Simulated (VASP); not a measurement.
# SnTe (F-43m) in VASP: notebook, part 3 of 3

VASP 6.6.1.

## (5) Single point, PBEsol, spin-orbit coupling, no magnetisation

Input file INCAR:

```
SYSTEM = SnTe
PREC = Accurate
ENCUT = 350
EDIFF = 1E-7
ISMEAR = 0
SIGMA = 0.02
LREAL = .False.
LASPH = .True.
NELM = 100
ALGO = Normal
ISIF = 2
LWAVE = .False.
LCHARG = .False.
MAGMOM = 0 0 0 0 0 0
LORBIT = 11
LSORBIT = .True.
GGA_COMPAT = .False.
GGA = PS
NBANDS = 36
```

Input file KPOINTS:

```
regular mesh
0
Gamma
  5 5 5
  0 0 0
```

Input file POSCAR:

```
SnTe
1.0
    0.0000000000      3.6111460000      3.6111460000
    3.6111460000      0.0000000000      3.6111460000
    3.6111460000      3.6111460000      0.0000000000
Te Sn
1 1
Direct
    0.2500000000      0.2500000000      0.2500000000
    0.0000000000      0.0000000000      0.0000000000
```

Potentials or basis: VASP PAW PBE potentials, release 64 (Te, Sn_d).

The run is started by

```bash
> cat potpaw_PBE.64/Te/POTCAR potpaw_PBE.64/Sn_d/POTCAR > POTCAR
> mpirun -np 1 vasp_ncl > vasp.out
```

OUTCAR:

```text
SYSTEM = SnTe
   PREC = Accurate
   ENCUT = 350
   EDIFF = 1E-7
   ISMEAR = 0
   LREAL = .False.
   LASPH = .True.
   NELM = 100
   ISIF = 2
   LORBIT = 11
   LSORBIT = .True.
   GGA = PS

 Found     14 irreducible k-points:

 Following reciprocal coordinates:
            Coordinates               Weight
  0.000000  0.000000  0.000000      1.000000
  0.200000  0.000000  0.000000      4.000000
 -0.200000  0.000000  0.000000      4.000000
  0.400000  0.000000  0.000000      4.000000
 -0.400000  0.000000  0.000000      4.000000
  0.200000  0.200000  0.000000      6.000000
   k-points           NKPTS =     14   k-points in BZ     NKDIM =     14   number of bands    NBANDS=     36
   number of dos      NEDOS =    301   number of ions     NIONS =      2
   total plane-waves  NPLWV =  32768
   dimension x,y,z NGX =    32 NGY =   32 NGZ =   32
   dimension x,y,z NGXF=    64 NGYF=   64 NGZF=   64
   ions per type =               1   1
   NGX,Y,Z   is equivalent  to a cutoff of  10.42, 10.42, 10.42 a.u.
   NGXF,Y,Z  is equivalent  to a cutoff of  20.83, 20.83, 20.83 a.u.
 SYSTEM =  SnTe
   PREC   = accura    normal or accurate (medium, high low for compatibility)
[... 330 lines left out ...]
     0.0000000     0.0000000     0.0000000     0.0000000     0.0000000     0.0000000     0.0000000
     0.0000000     0.0000000     0.0000000     0.0000000     0.0000000     0.0000000     0.0000000
     0.0000000     0.0000000     0.0000000     0.0000000     0.0000000     0.0000000     0.0000000
     0.0000000     0.0000000     0.0000000     0.0000000     0.0000000     0.0000000     0.0000000
     0.0000000     0.0000000     0.0000000     0.0000000     0.0000000     0.0000000     0.0000000
     0.0000000     0.0000000     0.0000000     0.0000000     0.0000000     0.0000000     0.0000000

 Ion:    2  E_soc:     -0.1057910
 l=   1
     0.0000000    -0.0114880    -0.0114880
    -0.0114880     0.0000000    -0.0114880
    -0.0114880    -0.0114880     0.0000000
 l=   2
     0.0000000    -0.0012452     0.0000000    -0.0012452    -0.0048986
    -0.0012452     0.0000000    -0.0036740    -0.0012452    -0.0012247
     0.0000000    -0.0036740     0.0000000    -0.0036740     0.0000000
    -0.0012452    -0.0012452    -0.0036740     0.0000000    -0.0012247
    -0.0048986    -0.0012247     0.0000000    -0.0012247     0.0000000
 l=   3
     0.0000000     0.0000000     0.0000000     0.0000000     0.0000000     0.0000000     0.0000000
     0.0000000     0.0000000     0.0000000     0.0000000     0.0000000     0.0000000     0.0000000
     0.0000000     0.0000000     0.0000000     0.0000000     0.0000000     0.0000000     0.0000000
     0.0000000     0.0000000     0.0000000     0.0000000     0.0000000     0.0000000     0.0000000
     0.0000000     0.0000000     0.0000000     0.0000000     0.0000000     0.0000000     0.0000000
     0.0000000     0.0000000     0.0000000     0.0000000     0.0000000     0.0000000     0.0000000
     0.0000000     0.0000000     0.0000000     0.0000000     0.0000000     0.0000000     0.0000000

 total charge

# of ion       s       p       d       tot
------------------------------------------
    1        1.394   1.943   0.016   3.353
    2        1.391   0.703   9.957  12.051
--------------------------------------------------
tot          2.785   2.646   9.973  15.404

 magnetization (x)

# of ion       s       p       d       tot
------------------------------------------
    1        0.000  -0.000  -0.000  -0.000
    2       -0.000  -0.000   0.000  -0.000
--------------------------------------------------
tot         -0.000  -0.000  -0.000  -0.000

 magnetization (y)

# of ion       s       p       d       tot
------------------------------------------
    1        0.000   0.000   0.000   0.000
    2        0.000  -0.000   0.000   0.000
--------------------------------------------------
tot          0.000   0.000   0.000   0.000

 magnetization (z)

# of ion       s       p       d       tot
------------------------------------------
    1        0.000  -0.000  -0.000  -0.000
    2        0.000  -0.000   0.000  -0.000
--------------------------------------------------
tot          0.000  -0.000   0.000  -0.000
```

stdout:

```text
POSCAR found type information on POSCAR TeSn
 POSCAR found :  2 types and       2 ions
 scaLAPACK will be used
 -----------------------------------------------------------------------------
|                                                                             |
|                                                                             |
|     You enforced a specific xc type in the INCAR file but a different       |
|     I HOPE YOU KNOW WHAT YOU ARE DOING!                                     |
|                                                                             |
 -----------------------------------------------------------------------------

 LDA part: xc-table for (Slater+PW92), standard interpolation
 POSCAR, INCAR and KPOINTS ok, starting setup
 FFT: planning ... GRIDC
 FFT: planning ... GRID_SOFT
 FFT: planning ... GRID
 WAVECAR not read
 entering main loop
```

It took 38 s on 1 thread of Intel Xeon 6975P-C (Granite Rapids), shared host; peak memory 0.31 GiB.

The run converged, but some of its settings lie outside the range that counts as converged, so its numbers aren't taken as properties of the crystal.

What came out:

| Property | Result |
| --- | --- |
| Free energy | -7.7636 eV |
| Pressure | -1.4 GPa |
| Valence electrons inside the program's atomic spheres | Te 3.35; Sn 12.05 |

Caveat: the PAW data sets were made with another functional, which shifts forces and pressure a little.

## (6) Single point, PBEsol, spin-orbit coupling, no magnetisation

INCAR, as its differences from that of step 5:

```diff
@@ -2,3 +2,3 @@
 PREC = Accurate
-ENCUT = 350
+ENCUT = 300
 EDIFF = 1E-7
```

Input file KPOINTS:

```
regular mesh
0
Gamma
  6 6 6
  0 0 0
```

POSCAR is that of step 5.

Potentials or basis: VASP PAW PBE potentials, release 64 (Te, Sn_d).

The run is started by

```bash
> cat potpaw_PBE.64/Te/POTCAR potpaw_PBE.64/Sn_d/POTCAR > POTCAR
> mpirun -np 1 vasp_ncl > vasp.out
```

OUTCAR:

```text
SYSTEM = SnTe
   PREC = Accurate
   ENCUT = 300
   EDIFF = 1E-7
   ISMEAR = 0
   LREAL = .False.
   LASPH = .True.
   NELM = 100
   ISIF = 2
   LORBIT = 11
   LSORBIT = .True.
   GGA = PS

 Found     22 irreducible k-points:

 Following reciprocal coordinates:
            Coordinates               Weight
  0.000000  0.000000  0.000000      1.000000
  0.166667  0.000000  0.000000      4.000000
 -0.166667  0.000000  0.000000      4.000000
  0.333333  0.000000  0.000000      4.000000
 -0.333333  0.000000  0.000000      4.000000
  0.500000  0.000000  0.000000      4.000000
   k-points           NKPTS =     22   k-points in BZ     NKDIM =     22   number of bands    NBANDS=     36
   number of dos      NEDOS =    301   number of ions     NIONS =      2
   total plane-waves  NPLWV =  27000
   dimension x,y,z NGX =    30 NGY =   30 NGZ =   30
   dimension x,y,z NGXF=    60 NGYF=   60 NGZF=   60
   ions per type =               1   1
   NGX,Y,Z   is equivalent  to a cutoff of   9.77,  9.77,  9.77 a.u.
   NGXF,Y,Z  is equivalent  to a cutoff of  19.53, 19.53, 19.53 a.u.
 SYSTEM =  SnTe
   PREC   = accura    normal or accurate (medium, high low for compatibility)
[... 331 lines left out ...]
     0.0000000     0.0000000     0.0000000     0.0000000     0.0000000     0.0000000     0.0000000
     0.0000000     0.0000000     0.0000000     0.0000000     0.0000000     0.0000000     0.0000000
     0.0000000     0.0000000     0.0000000     0.0000000     0.0000000     0.0000000     0.0000000
     0.0000000     0.0000000     0.0000000     0.0000000     0.0000000     0.0000000     0.0000000
     0.0000000     0.0000000     0.0000000     0.0000000     0.0000000     0.0000000     0.0000000
     0.0000000     0.0000000     0.0000000     0.0000000     0.0000000     0.0000000     0.0000000

 Ion:    2  E_soc:     -0.1052503
 l=   1
     0.0000000    -0.0114465    -0.0114465
    -0.0114465     0.0000000    -0.0114465
    -0.0114465    -0.0114465     0.0000000
 l=   2
     0.0000000    -0.0012354     0.0000000    -0.0012354    -0.0048598
    -0.0012354     0.0000000    -0.0036448    -0.0012354    -0.0012149
     0.0000000    -0.0036448     0.0000000    -0.0036448     0.0000000
    -0.0012354    -0.0012354    -0.0036448     0.0000000    -0.0012149
    -0.0048598    -0.0012149     0.0000000    -0.0012149     0.0000000
 l=   3
     0.0000000     0.0000000     0.0000000     0.0000000     0.0000000     0.0000000     0.0000000
     0.0000000     0.0000000     0.0000000     0.0000000     0.0000000     0.0000000     0.0000000
     0.0000000     0.0000000     0.0000000     0.0000000     0.0000000     0.0000000     0.0000000
     0.0000000     0.0000000     0.0000000     0.0000000     0.0000000     0.0000000     0.0000000
     0.0000000     0.0000000     0.0000000     0.0000000     0.0000000     0.0000000     0.0000000
     0.0000000     0.0000000     0.0000000     0.0000000     0.0000000     0.0000000     0.0000000
     0.0000000     0.0000000     0.0000000     0.0000000     0.0000000     0.0000000     0.0000000

 total charge

# of ion       s       p       d       tot
------------------------------------------
    1        1.394   1.942   0.016   3.352
    2        1.391   0.703   9.952  12.047
--------------------------------------------------
tot          2.786   2.645   9.968  15.399

 magnetization (x)

# of ion       s       p       d       tot
------------------------------------------
    1        0.000  -0.000  -0.000  -0.000
    2        0.000   0.000   0.000   0.000
--------------------------------------------------
tot          0.000  -0.000  -0.000   0.000

 magnetization (y)

# of ion       s       p       d       tot
------------------------------------------
    1        0.000   0.000  -0.000   0.000
    2        0.000   0.000   0.000   0.000
--------------------------------------------------
tot          0.000   0.000  -0.000   0.000

 magnetization (z)

# of ion       s       p       d       tot
------------------------------------------
    1       -0.000  -0.000   0.000  -0.000
    2       -0.000  -0.000   0.000  -0.000
--------------------------------------------------
tot         -0.000  -0.000   0.000  -0.000
```

Wall time 57 s (1 thread of Intel Xeon 6975P-C (Granite Rapids), shared host); peak memory 0.29 GiB.

These settings aren't checked as converged: the numbers below hold their error.

What came out:

```yaml
Free_energy: -7.7636 eV
Pressure: -1.5 GPa
Valence_electrons_inside_the_program's_atomic_spheres: Te 3.35; Sn 12.05
```

Caveat: the PAW data sets were made with another functional, which shifts forces and pressure a little.

## (7) The reference run

An earlier run on the cell as given: functional PBEsol; potentials or basis VASP PAW PBE potentials, release 64 (Te, Sn_d); cutoff 520 eV; k mesh 7 × 7 × 7; occupations fermi-dirac, width 0.05 eV; no spin polarisation.

- Pressure: -1.4 GPa
- Band gap on the k mesh: 0.28 eV, indirect (least direct gap 0.79 eV)
